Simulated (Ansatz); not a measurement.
Crystal: Bi2Se3 (Paraguanajuatite).

```
Bi Se
1.0
     2.07150    1.19598    9.54533
    -2.07150    1.19598    9.54533
     0.00000   -2.39196    9.54533
Bi Se
2 3
Direct
  0.59920 0.59920 0.59920
  0.40080 0.40080 0.40080
  0.78830 0.78830 0.78830
  0.21170 0.21170 0.21170
  0.00000 0.00000 0.00000
```

Base run:

| Quantity | Value |
| --- | --- |
| Program | Ansatz 0.2.0 |
| Functional | PBE0 |
| Potentials or basis | Ansatz PAW |
| Cutoff | 420 eV (not typed: the program's choice for these potentials) |
| k mesh | 6 × 6 × 6 |
| Occupations | fermi-dirac, width 0.05 eV |
| Spin | no spin polarisation |

Its results: band gap on the k mesh 1.17 eV, direct; pressure 0.6 GPa; largest force 0.198 eV/Å.

Question: The run is repeated on the same cell with these changes: functional from PBE0 to HSE06. What comes out?

Answer: Band gap on the k mesh 0.65 eV, direct; pressure 0.6 GPa; largest force 0.169 eV/Å.

Caveats: spin-orbit coupling is left out, which as a rule narrows the gap of such compounds by several tenths of an eV; the PAW data sets come from PBE, with cores solved anew for the run's functional, which leaves a small shift of forces and pressure; the thresholds are loose for stress.
